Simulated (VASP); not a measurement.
# Mg2ZnO3 (P-3m1) in VASP: single point with r2SCAN

Aim: the single point of Mg2ZnO3 with r2SCAN.

Everything below comes from runs of VASP 6.6.1. Logs are shortened: lines on timing, memory, paths and dates and some standing lists are left out, and cuts for length are marked.

### Step 1. The structure

The structure is trigonal, space group P-3m1 (No. 164). Conventional cell: a = 3.029 Å, b = 3.029 Å, c = 7.393 Å, α = 90.00°, β = 90.00°, γ = 120.00°. Around Mg (site symmetry 3m) lie 6 O at 2.12 to 2.13 Å. Zn (site symmetry -3m) has 6 O at 2.17 Å as nearest neighbours. O (site symmetry 3m) is surrounded by 3 Mg at 2.12 Å and 3 Zn at 2.17 Å. O (site symmetry -3m) is surrounded by 6 Mg at 2.13 Å.

The cell was built by a generator and needn't be a form met in nature.

### Step 2. Single point, r2SCAN

Input file INCAR:

```
  ALGO = Normal
  EDIFF = 1E-6
  ENCUT = 520
  ISIF = 2
  ISMEAR = 0
  KPAR = 2
  LASPH = True
  LCHARG = False
  LMIXTAU = True
  LREAL = False
  LWAVE = False
  METAGGA = R2SCAN
  NELM = 150
  PREC = Accurate
  SIGMA = 0.03
```

Input file KPOINTS:

```
k-points
0
Gamma
  10 10 4
```

Input file POSCAR:

```
Mg2ZnO3                                 
1.0
    3.0285847125      0.0000000000     -0.0000000000
   -1.5142923612      2.6228313047      0.0000000000
    0.0000000000      0.0000000000      7.3933603900
  Mg              Zn              O             
     2     1     3
Direct
     0.3333333300000021    0.6666666699999979    0.6655751952999280
     0.6666666699999979    0.3333333300000021    0.3344248047000720
     1.0000000000000000    0.0000000000000000    1.0000000000000000
     0.6666666699999979    0.3333333300000021    0.8268313907718657
     0.3333333300000021    0.6666666699999979    0.1731686092281343
     1.0000000000000000    0.0000000000000000    0.5000000000000000
```

Potentials or basis: VASP PAW PBE potentials, release 64 (Mg, Zn, O).

Started as:

```
$ cat potpaw_PBE.64/Mg/POTCAR potpaw_PBE.64/Zn/POTCAR potpaw_PBE.64/O/POTCAR > POTCAR
$ mpirun -np 2 vasp_std > vasp.out
```

OUTCAR:

```text
EDIFF = 1E-6
   ENCUT = 520
   ISIF = 2
   ISMEAR = 0
   LASPH = True
   LREAL = False
   METAGGA = R2SCAN
   NELM = 150
   PREC = Accurate

 ion  position               nearest neighbor table
   1  0.333  0.667  0.666-   4 2.12   4 2.12   4 2.12   6 2.13   6 2.13   6 2.13   2 3.01   2 3.01
                             2 3.01   3 3.03   3 3.03   3 3.03
   2  0.667  0.333  0.334-   5 2.12   5 2.12   5 2.12   6 2.13   6 2.13   6 2.13   1 3.01   1 3.01
                             1 3.01   3 3.03   3 3.03   3 3.03
   3  0.000  0.000  0.000-   4 2.17   5 2.17   4 2.17   5 2.17   4 2.17   5 2.17   1 3.03   2 3.03
                             1 3.03   2 3.03   2 3.03   1 3.03
   4  0.667  0.333  0.827-   1 2.12   1 2.12   1 2.12   3 2.17   3 2.17   3 2.17
   5  0.333  0.667  0.173-   2 2.12   2 2.12   2 2.12   3 2.17   3 2.17   3 2.17
   6  0.000  0.000  0.500-   1 2.13   2 2.13   2 2.13   1 2.13   2 2.13   1 2.13

  LATTYP: Found a hexagonal cell.
 ALAT       =     3.0285847125
 C/A-ratio  =     2.4411931948

  Lattice vectors:

 A1 = (   3.0285847125,   0.0000000000,   0.0000000000)
 A2 = (  -1.5142923612,   2.6228313047,   0.0000000000)
 A3 = (   0.0000000000,   0.0000000000,   7.3933603900)

Analysis of symmetry for initial positions (statically):
=====================================================================
 Subroutine PRICEL returns:
 Original cell was already a primitive cell.

 Routine SETGRP: Setting up the symmetry group for a
 hexagonal supercell.

 Subroutine GETGRP returns: Found 12 space group operations
 (whereof 12 operations were pure point group operations)
 out of a pool of 24 trial point group operations.

The static configuration has the point symmetry D_3d.

Analysis of symmetry for dynamics (positions and initial velocities):
=====================================================================
 Subroutine PRICEL returns:
 Original cell was already a primitive cell.

 Routine SETGRP: Setting up the symmetry group for a
 hexagonal supercell.

 Subroutine GETGRP returns: Found 12 space group operations
 (whereof 12 operations were pure point group operations)
 out of a pool of 24 trial point group operations.

The dynamic configuration has the point symmetry D_3d.

 Subroutine INISYM returns: Found 12 space group operations
 (whereof 12 operations are pure point group operations),
 and found     1 'primitive' translations

----------------------------------------------------------------------------------------

                                     Primitive cell

  volume of cell :      58.7289

  direct lattice vectors                    reciprocal lattice vectors
     3.028584712  0.000000000  0.000000000     0.330187231  0.190633687  0.000000000
    -1.514292361  2.622831305  0.000000000     0.000000000  0.381267372  0.000000000
     0.000000000  0.000000000  7.393360390     0.000000000  0.000000000  0.135256493

  length of vectors
     3.028584712  3.028584720  7.393360390     0.381267373  0.381267372  0.135256493

  position of ions in fractional coordinates (direct lattice)
     0.333333330  0.666666670  0.665575195
     0.666666670  0.333333330  0.334424805
     0.000000000  0.000000000  0.000000000
     0.666666670  0.333333330  0.826831391
     0.333333330  0.666666670  0.173168609
     0.000000000  0.000000000  0.500000000

  ion indices of the primitive-cell ions
   primitive index   ion index
                 1           1
                 2           2
                 3           3
                 4           4
                 5           5
                 6           6

----------------------------------------------------------------------------------------

 KPOINTS: k-points

Automatic generation of k-mesh.
 Grid dimensions read from file:
 generate k-points for:   10   10    4

 Generating k-lattice:

  Cartesian coordinates                     Fractional coordinates (reciprocal lattice)
     0.033018723  0.019063369  0.000000000     0.100000000 -0.000000000  0.000000000
     0.000000000  0.038126737  0.000000000     0.000000000  0.100000000  0.000000000
     0.000000000  0.000000000  0.033814123     0.000000000  0.000000000  0.250000000

  Length of vectors
     0.038126737  0.038126737  0.033814123

  Shift w.r.t. Gamma in fractional coordinates (k-lattice)
     0.000000000  0.000000000  0.000000000

 Subroutine IBZKPT returns following result:
 ===========================================

 Found     50 irreducible k-points:

 Following reciprocal coordinates:
            Coordinates               Weight
  0.000000  0.000000  0.000000      1.000000
  0.100000 -0.000000  0.000000      6.000000
  0.200000 -0.000000  0.000000      6.000000
  0.300000 -0.000000  0.000000      6.000000
  0.400000  0.000000  0.000000      6.000000
  0.500000  0.000000  0.000000      3.000000
[... 16 lines left out ...]
  0.000000  0.400000  0.250000      6.000000
  0.500000  0.000000  0.250000      6.000000
 [... further k-points ...]
   k-points           NKPTS =     50   k-points in BZ     NKDIM =     50   number of bands    NBANDS=     21
   number of dos      NEDOS =    301   number of ions     NIONS =      6
   total plane-waves  NPLWV =  32256
   dimension x,y,z NGX =    24 NGY =   24 NGZ =   56
   dimension x,y,z NGXF=    48 NGYF=   48 NGZF=  112
   ions per type =               2   1   3
   NGX,Y,Z   is equivalent  to a cutoff of  13.17, 13.17, 12.59 a.u.
   NGXF,Y,Z  is equivalent  to a cutoff of  26.35, 26.35, 25.18 a.u.
 SYSTEM =  unknown system
   PREC   = accura    normal or accurate (medium, high low for compatibility)
   ISTART =      0    job   : 0-new  1-cont  2-samecut
   ICHARG =      2    charge: 1-file 2-atom 10-const
   ISPIN  =      1    spin polarized calculation?
   LNONCOLLINEAR =      F non collinear calculations
   LSORBIT =      F    spin-orbit coupling
   LASPH  =      T    aspherical Exc in radial PAW
   ENCUT  =  520.0 eV  38.22 Ry    6.18 a.u.   5.63  5.63 13.75*2*pi/ulx,y,z
   NELM   =    150;   NELMIN=  2; NELMDL= -5     # of ELM steps
   EDIFF  = 0.1E-05   stopping-criterion for ELM
   LREAL  =      F    real-space projection
   EDIFFG = 0.1E-04   stopping-criterion for IOM
   NSW    =      0    number of steps for IOM
   IBRION =     -1    ionic relax: 0-MD 1-quasi-New 2-CG
   NFREE  =      0    steps in history (QN), initial steepest desc. (CG)
   ISIF   =      2    stress and relaxation
   ISYM   =      2    0-nonsym 1-usesym 2-fastsym
   POTIM  = 0.5000    time-step for ionic-motion
   TEBEG  =    0.0;   TEEND  =   0.0 temperature during run
   PSTRESS=    0.0 pullay stress
   NELECT =      34.0000    total number of electrons
   NUPDOWN=      -1.0000    fix difference up-down
   EMIN   =  10.00;   EMAX   =-10.00  energy-range for DOS
   EFERMI =   0.00;   METHOD = LEGACY
   ISMEAR =     0;   SIGMA  =   0.03  broadening in eV -4-tet -1-fermi 0-gaus
   EFERMI_NEDOS =   21; number of points for ismear=-14 and -15
   IALGO  =     38    algorithm
   IMIX   =      4    mixing-type and parameters
     AMIX     =   0.40;   BMIX     =  1.00
     AMIX_MAG =   1.60;   BMIX_MAG =  1.00
  volume/ion in A,a.u.               =       9.79        66.05
  Fermi-wavevector in a.u.,A,eV,Ry     =   1.364428  2.578394 25.329457  1.861663
  Thomas-Fermi vector in A             =   2.490744
   LORBIT       =      0    0 simple, 1 ext, 2 COOP (PROOUT), +10 PAW based schemes
   METAGGA = R2SCAN    functional components
   LHFCALC =     F    Hartree Fock is set to
   AEXX    =    0.0000 exact exchange contribution
   IVDW    =     0    specifies the selected vdW correction
   LEPSILON=     F    determine dielectric tensor
   LRPA    =     F    only Hartree local field effects (RPA)
 non-spin polarized calculation
 Gauss-broadening in eV      SIGMA  =   0.03
  energy-cutoff  :      520.00
  volume of cell :       58.73
 maximum number of plane-waves:      1612
 NGX is ok and might be reduce to    24
   NGX = 11   NGY = 11   NGZ = 27

 number of electron      34.0000017 magnetization

 Free energy of the ion-electron system (eV)
  ---------------------------------------------------
  ext. energy  EPLUGINS =         0.00000000
  ---------------------------------------------------
  free energy    TOTEN  =       -50.23074286 eV

  energy without entropy =      -50.23074286  energy(sigma->0) =      -50.23074286

 E-fermi :   2.6243     XC(G=0): -11.9344

 val. band max:        2.4278576672   @ k =   0.0000   0.0000   0.5000
 cond. band min:       6.0339123020   @ k =   0.0000   0.0000   0.0000
 fundamental gap:      3.6060546348
 Fermi energy:         2.6243245519

 k-point     1 :       0.0000    0.0000    0.0000
  band No.  band energies     occupation
      1     -16.0900      2.00000
      2     -15.3200      2.00000
      3     -15.0746      2.00000
      4      -3.0733      2.00000
      5      -2.3543      2.00000
      6      -2.3543      2.00000
[... 13 lines left out ...]
     20       9.9099      0.00000
     21      14.6585      0.00000

 k-point     2 :       0.1000   -0.0000    0.0000
  band No.  band energies     occupation
      1     -16.0023      2.00000
      2     -15.2726      2.00000
      3     -15.0241      2.00000
      4      -2.9735      2.00000
      5      -2.4814      2.00000
      6      -2.3225      2.00000
[... 13 lines left out ...]
     20      10.2726      0.00000
     21      14.5957      0.00000

 k-point     3 :       0.2000   -0.0000    0.0000
  band No.  band energies     occupation
      1     -15.7599      2.00000
      2     -15.1474      2.00000
      3     -14.8909      2.00000
      4      -2.7641      2.00000
      5      -2.6166      2.00000
      6      -2.2604      2.00000
[... 13 lines left out ...]
     20      11.2347      0.00000
     21      14.3433      0.00000
[... 457 lines left out ...]
 k-point    23 :       0.0000    0.4000    0.2500
  band No.  band energies     occupation
      1     -15.0732      2.00000
      2     -14.9273      2.00000
      3     -14.5830      2.00000
      4      -3.1943      2.00000
      5      -2.5831      2.00000
      6      -2.2975      2.00000
[... 13 lines left out ...]
     20      12.0783      0.00000
     21      13.3109      0.00000

 k-point    24 :       0.5000    0.0000    0.2500
  band No.  band energies     occupation
      1     -14.9223      2.00000
      2     -14.8762      2.00000
      3     -14.5624      2.00000
      4      -3.3813      2.00000
      5      -2.5286      2.00000
      6      -2.3211      2.00000
[... 13 lines left out ...]
     20      12.2825      0.00000
     21      13.2680      0.00000

 [... further k-points ...]
[... 5 lines left out ...]
  --------------------------------------------------------------------------------------
  -------------------------------------------------------------------------------------
  Total       -2.3612249     -2.3612249     -2.2893940      0.0000000      0.0000000     -0.0000000
  in kB      -64.4163299    -64.4163302    -62.4567196      0.0000001      0.0000000     -0.0000000
  external PRESSURE =     -63.7631266 kB  Pullay stress =       0.0000000 kB

 VOLUME and BASIS-vectors are now :
 -----------------------------------------------------------------------------
  energy-cutoff  :      520.00
  volume of cell :       58.73
      direct lattice vectors                 reciprocal lattice vectors
     3.028584712  0.000000000  0.000000000     0.330187231  0.190633687  0.000000000
    -1.514292361  2.622831305  0.000000000     0.000000000  0.381267372  0.000000000
     0.000000000  0.000000000  7.393360390     0.000000000  0.000000000  0.135256493

 POSITION                                       TOTAL-FORCE (eV/Angst)
 -----------------------------------------------------------------------------------
     -0.00000      1.74855      4.92084        -0.000000      0.000000     -0.021036
      1.51429      0.87428      2.47252        -0.000000      0.000000      0.021036
      0.00000      0.00000      0.00000        -0.000000      0.000000      0.000000
      1.51429      0.87428      6.11306        -0.000000      0.000000      0.098103
     -0.00000      1.74855      1.28030         0.000000     -0.000000     -0.098103
      0.00000      0.00000      3.69668        -0.000000      0.000000      0.000000
 -----------------------------------------------------------------------------------
    total drift:                                0.000000     -0.000000      0.000000

  FREE ENERGIE OF THE ION-ELECTRON SYSTEM (eV)
  ---------------------------------------------------
  free  energy   TOTEN  =       -50.2307428576 eV

  energy  without entropy=      -50.2307428576  energy(sigma->0) =      -50.23074286
```

It took 96 s on 2 MPI ranks of Intel Xeon Platinum 8488C (Sapphire Rapids), shared host; peak memory 0.2 GiB.

What came out:

- Free energy: -50.2307 eV
- Pressure: -6.4 GPa
- Largest force: 0.098 eV/Å
- Band gap on the k mesh: 3.61 eV, indirect (least direct gap 3.70 eV)

Forces on the atoms (eV/Å):
```
Mg   0.000  0.000 -0.021
Mg   0.000  0.000  0.021
Zn   0.000  0.000  0.000
O    0.000  0.000  0.098
O    0.000  0.000 -0.098
O    0.000  0.000  0.000
```

Caveat: the PAW data sets were made with another functional, which shifts forces and pressure a little.
